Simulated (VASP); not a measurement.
# LiH3O2 (Imm2) in VASP: further runs, part 2 of 2

VASP 6.6.1. Earlier steps stand in the parts before.

## Step 3: Relaxation of cell and atoms, PBEsol

This run uses another cell than the first one, of 7.36 Å³/atom, 0.723 times its volume.

Contents of INCAR:

```
PREC = Accurate
ENCUT = 600
EDIFF = 1E-7
ISMEAR = -1
SIGMA = 0.03
LREAL = False
LASPH = True
NELM = 100
ALGO = Normal
ISIF = 3
LWAVE = False
LCHARG = False
GGA = PS
IBRION = 2
NSW = 100
EDIFFG = -0.01
```

Contents of KPOINTS:

```
Automatic mesh
0
Gamma
  8 8 8
```

Contents of POSCAR:

```
LiH3O2
1.0
   -1.9143176600      2.0844640200      2.7679233200
    1.9143176600     -2.0844640200      2.7679233200
    1.9143176600      2.0844640200     -2.7679233200
Li H O
1 3 2
Direct
    0.0024570000      0.0024570000      0.0000000000
    0.6201205000      0.3688340000      0.7487135000
    0.6201205000      0.8714070000      0.2512865000
    0.2578060000      0.7578060000      0.5000000000
    0.6227860000      0.3747480000      0.2480380000
    0.1267100000      0.3747480000      0.7519620000
```

Potentials or basis: VASP PAW PBE potentials, release 64 (Li_sv, H, O).

On the command line:

```sh
> cat potpaw_PBE.64/Li_sv/POTCAR potpaw_PBE.64/H/POTCAR potpaw_PBE.64/O/POTCAR > POTCAR
> mpirun -np 1 vasp_std > vasp.out
```

OUTCAR:

```text
PREC = Accurate
   ENCUT = 600
   EDIFF = 1E-7
   ISMEAR = -1
   LREAL = False
   LASPH = True
   NELM = 100
   ISIF = 3
   GGA = PS
   IBRION = 2
   NSW = 100
   EDIFFG = -0.01

 ion  position               nearest neighbor table
   1  0.002  0.002  0.000-
   2  0.620  0.369  0.749-
   3  0.620  0.871  0.251-
   4  0.258  0.758  0.500-
   5  0.623  0.375  0.248-
   6  0.127  0.375  0.752-

  LATTYP: Found a body centered orthorhombic cell.
 ALAT       =     3.8286353200
 B/A-ratio  =     1.0888809436
 C/A-ratio  =     1.4459059632

  Lattice vectors:

 A1 = (  -1.9143176600,   2.0844640200,   2.7679233200)
[... 196 lines left out ...]
  external PRESSURE =    -183.3998798 kB  Pullay stress =       0.0000000 kB
[... 1664 lines left out ...]
      2     -18.1542      2.00000
      3     -15.8508      2.00000
      4      -7.8772      2.00000
      5      -5.0060      2.00000
      6      -1.8328      2.00000
      7      -1.3796      2.00000
      8      -1.1730      2.00000
      9       0.2984      2.00000
     10       6.9278      0.00000
     11       9.9113      0.00000
     12      11.7987      0.00000
     13      12.9130      0.00000

 [... further k-points ...]

[... ionic steps 4 to 81 ...]

--------------------------------------- Ionic step       82  -------------------------------------------

 number of electron      18.0000001 magnetization

------------------------ aborting loop because EDIFF is reached ----------------------------------------
[... 75 lines left out ...]
--------------------------------------- Ionic step       84  -------------------------------------------

 number of electron      18.0000001 magnetization

 Free energy of the ion-electron system (eV)
  ---------------------------------------------------
  ext. energy  EPLUGINS =         0.00000000
  ---------------------------------------------------
  free energy    TOTEN  =       -27.63376360 eV

  energy without entropy =      -27.63376360  energy(sigma->0) =      -27.63376360

 E-fermi :   0.7722     XC(G=0):  -9.2244

 val. band max:        0.0943380726   @ k =   0.5000   0.5000   0.5000
 cond. band min:       3.8606513755   @ k =   0.0000   0.0000   0.0000
 fundamental gap:      3.7663133028
 Fermi energy:         0.7721713143
[... 417 lines left out ...]
  FREE ENERGIE OF THE ION-ELECTRON SYSTEM (eV)
  ---------------------------------------------------
  free  energy   TOTEN  =       -27.6337635970 eV

  energy  without entropy=      -27.6337635970  energy(sigma->0) =      -27.63376360

 reached required accuracy - stopping structural energy minimisation
```

OSZICAR:

```text
N       E                     dE             d eps       ncg     rms          rms(c)
DAV:   1     0.815367414231E+02    0.81537E+02   -0.92660E+03  2470   0.146E+03
DAV:   2    -0.145078852443E+02   -0.96045E+02   -0.90046E+02  3235   0.256E+02
[... 667 lines left out ...]
DAV:   3    -0.276210770143E+02    0.61029E-05   -0.45391E-05  3260   0.602E-02    0.144E-02
DAV:   4    -0.276210738214E+02    0.31929E-05   -0.74384E-06  3296   0.273E-02    0.424E-03
DAV:   5    -0.276210734791E+02    0.34234E-06   -0.18439E-06  3218   0.123E-02    0.657E-04
DAV:   6    -0.276210734696E+02    0.95054E-08   -0.59007E-08  1665   0.240E-03
  63 F= -.27621073E+02 E0= -.27621073E+02  d E =-.821769E-02
       N       E                     dE             d eps       ncg     rms          rms(c)
DAV:   1    -0.276231737372E+02   -0.21003E-02   -0.19501E-01  2470   0.437E+00    0.177E-
```

CONTCAR:

```text
LiH3O2
   1.00000000000000
    -1.6023700357561330    2.2625893243924051    2.9144335027202373
     1.6023700357561330   -2.2625893243924051    2.9144335027202373
     1.6023700357561330    2.2625893243924051   -2.9144335027202373
  Li              H               O
     1     3     2
Direct
     0.8956620800790899    0.8956620800790899    0.0000000000000000
     0.5566573188488677    0.3672396653633280    0.8105823465144599
     0.5566573188488677    0.7460749723344083    0.1894176534855395
     0.1031712166711696    0.6031712166711694    0.5000000000000000
     0.8083714723924643    0.5689260327759985    0.2394454396164660
     0.3294805931595400    0.5689260327759985    0.7605545603835344

  0.00000000E+00  0.00000000E+00  0.00000000E+00
  0.00000000E+00  0.00000000E+00  0.00000000E+00
  0.00000000E+00  0.00000000E+00  0.00000000E+00
  0.00000000E+00  0.00000000E+00  0.00000000E+00
  0.00000000E+00  0.00000000E+00  0.00000000E+00
  0.00000000E+00  0.00000000E+00  0.00000000E+00
```

Wall time 18 min (1 thread of Intel Xeon 6975P-C (Granite Rapids), shared host); peak memory 0.22 GiB.

Results:

| Item | Value |
| --- | --- |
| Free energy | -27.6338 eV |
| Relaxed volume | 7.04 Å³/atom |
| Relaxed cell | a = 4.023 Å, b = 4.023 Å, c = 4.023 Å, α = 133.05°, β = 111.55°, γ = 87.14° |
| Space group after relaxing (to 0.05 Å) | Imm2 (No. 44) |
| Energy gained by relaxing | 1423.9 meV/atom |
| Ionic steps | 84 |
| Pressure after relaxing | 0.0 GPa |
| Largest force after relaxing | 0.005 eV/Å |
| Band gap on the k mesh | 3.77 eV, indirect (least direct gap 3.94 eV) |

Forces in eV/Å, atoms in the order of the input:
```
Li   0.000  0.000 -0.004
H    0.000  0.000 -0.001
H    0.000  0.000 -0.001
H    0.000  0.000 -0.001
O    0.000  0.004  0.003
O    0.000 -0.004  0.003
```

Stress tensor (GPa, compression positive):
```
 0.09  0.00  0.00
 0.00 -0.02  0.00
 0.00  0.00  0.06
```

The path:
```csv
step,energy change (eV),largest force (eV/Å),pressure (GPa),volume (Å³)
1,0.0000,0.4832,-18.34,44.18
4,-0.2615,1.5475,71.77,23.36
7,-1.9713,0.5003,20.12,27.27
10,-2.3053,0.7069,0.79,30.56
13,-2.4675,2.9629,10.37,35.26
16,-3.0036,1.6867,1.97,34.58
19,-3.2643,3.3260,15.38,36.69
22,-3.5668,2.4106,17.69,39.29
25,-3.8568,1.8272,10.64,39.42
28,-4.1725,1.4920,-0.14,41.08
31,-4.4944,0.7922,-1.42,42.73
34,-4.6880,0.4684,-4.04,42.09
37,-4.8966,0.5952,0.46,38.20
40,-5.0158,1.2858,3.32,34.52
43,-5.3646,2.2670,12.65,31.27
46,-5.4933,2.9599,22.86,29.48
49,-6.0351,2.6846,20.95,29.90
52,-7.2696,1.9742,32.95,30.26
55,-7.9338,2.9391,9.07,34.47
58,-8.4434,0.5360,0.52,39.50
61,-8.5222,0.3738,1.75,41.85
64,-8.5321,0.0774,-0.25,42.71
67,-8.5372,0.1906,-0.32,42.83
70,-8.5398,0.0465,0.22,42.68
73,-8.5413,0.0691,-0.51,42.65
76,-8.5427,0.0431,0.13,42.31
79,-8.5428,0.0352,-0.12,42.31
82,-8.5431,0.0221,0.15,42.24
84,-8.5431,0.0053,0.04,42.27
```

Final structure:
```
Li H O
1.0
    -1.60237    2.26259    2.91443
     1.60237   -2.26259    2.91443
     1.60237    2.26259   -2.91443
Li H O
1 3 2
Direct
  0.89566 0.89566 0.00000
  0.55666 0.36724 0.81058
  0.55666 0.74607 0.18942
  0.10317 0.60317 0.50000
  0.80837 0.56893 0.23945
  0.32948 0.56893 0.76055
```

Caveat: the cutoff is under 1.25 times the usual one of these potentials, so pressure, stress and relaxed cells hold a basis-set (Pulay) error; the PAW data sets were made with another functional, which shifts forces and pressure a little.

## Step 4: Single point, PBEsol

This run uses another cell than the first one, of 9.64 Å³/atom, 0.947 times its volume.

Contents of INCAR:

```
  ALGO = Normal
  EDIFF = 1E-7
  ENCUT = 520
  GGA = PS
  ISIF = 2
  ISMEAR = -1
  LASPH = True
  LCHARG = False
  LREAL = False
  LWAVE = False
  NBANDS = 18
  NELM = 100
  PREC = Accurate
  SIGMA = 0.05
```

Contents of KPOINTS:

```
k-points
0
Gamma
  6 6 6
```

Contents of POSCAR:

```
LiH3O2
1.0
   -1.0154515720      4.1506054733      4.5158176244
    1.6238806321     -1.6175735401      2.3183674678
    1.6879000569      1.9892555035     -1.9616559198
Li H O
1 3 2
Direct
   -0.0858965434      0.0361934357      0.1520700181
    0.4548476517     -0.1050990138      0.2978583007
    0.5508372843      0.7956730939      0.3995836337
    0.2113966213      0.6984963554      0.4998321195
    0.8984323206      0.6937462847      0.4945374907
    0.1211057710      0.5647696113      0.6300056647
```

On the command line:

```sh
> cat potpaw_PBE.64/Li_sv/POTCAR potpaw_PBE.64/H/POTCAR potpaw_PBE.64/O/POTCAR > POTCAR
> mpirun -np 1 vasp_std > vasp.out
```

It took 33 s on 1 thread of Intel Xeon 6975P-C (Granite Rapids), shared host; peak memory 0.23 GiB.

The run converged. Its results:

```
Free energy            : -25.9767 eV
Largest force          : 0.204 eV/Å
Band gap on the k mesh : 2.73 eV, direct
```

Forces in eV/Å, atoms in the order of the input:
```
Li   0.000  0.004 -0.008
H    0.001 -0.006 -0.001
H   -0.001  0.007  0.000
H   -0.015  0.007  0.125
O    0.028 -0.191 -0.065
O   -0.014  0.179 -0.051
```

Levels at points of the mesh, in eV from the valence-band top:
```tsv
k point	band 5	band 6	band 7	band 8	band 9	band 10	band 11	band 12	band 13	band 14
(0.00, 0.00, 0.00)	-5.77	-4.54	-3.81	-0.95	0.00	2.73	5.58	7.39	10.02	11.90
(0.50, 0.00, 0.00)	-6.17	-4.87	-3.81	-0.95	0.00	4.14	4.44	8.01	9.11	11.86
(0.00, 0.50, 0.00)	-5.58	-5.04	-4.28	-1.24	-0.88	3.92	5.62	7.13	9.34	10.60
(0.50, 0.50, 0.00)	-5.85	-4.79	-4.45	-1.28	-0.86	3.92	6.02	6.88	8.97	10.44
(0.00, 0.00, 0.50)	-5.58	-5.05	-4.29	-1.23	-0.87	3.91	5.63	7.13	9.32	10.58
(0.50, 0.00, 0.50)	-5.87	-4.76	-4.44	-1.28	-0.86	3.92	5.95	6.90	9.00	10.51
(0.00, 0.50, 0.50)	-5.56	-4.99	-4.34	-1.60	-0.21	4.28	5.18	7.23	8.80	10.25
(0.50, 0.50, 0.50)	-6.06	-4.45	-4.34	-1.57	-0.22	3.53	5.25	7.70	9.29	10.02
```

Caveat: the cutoff is under 1.25 times the usual one of these potentials, so pressure, stress and relaxed cells hold a basis-set (Pulay) error; the PAW data sets were made with another functional, which shifts forces and pressure a little.

## Step 5: The runs side by side

| task | cell | k mesh | cutoff (eV) | smearing | gap on the mesh (eV) | largest force (eV/Å) |
| --- | --- | --- | --- | --- | --- | --- |
| single point | Imm2, 10.18 Å³/atom | 8 × 8 × 8 | 520 | fermi-dirac 0.03 eV | 2.15 | 0.18 |
| relaxation of cell and atoms | relaxed | 8 × 8 × 8 | 600 | fermi-dirac 0.03 eV | 3.77 | 0.01 |
| single point | P1, 9.64 Å³/atom | 6 × 6 × 6 | 520 | fermi-dirac 0.05 eV | 2.73 | 0.20 |

Alike in all rows: level PBEsol; potentials or basis VASP PAW PBE potentials, release 64 (Li_sv, H, O); no spin polarisation.

Caveats: the cutoff is under 1.25 times the usual one of these potentials, so pressure, stress and relaxed cells hold a basis-set (Pulay) error; the PAW data sets were made with another functional, which shifts forces and pressure a little.

Total energies depend on the potentials used, so only differences within one code and one set of settings carry meaning.
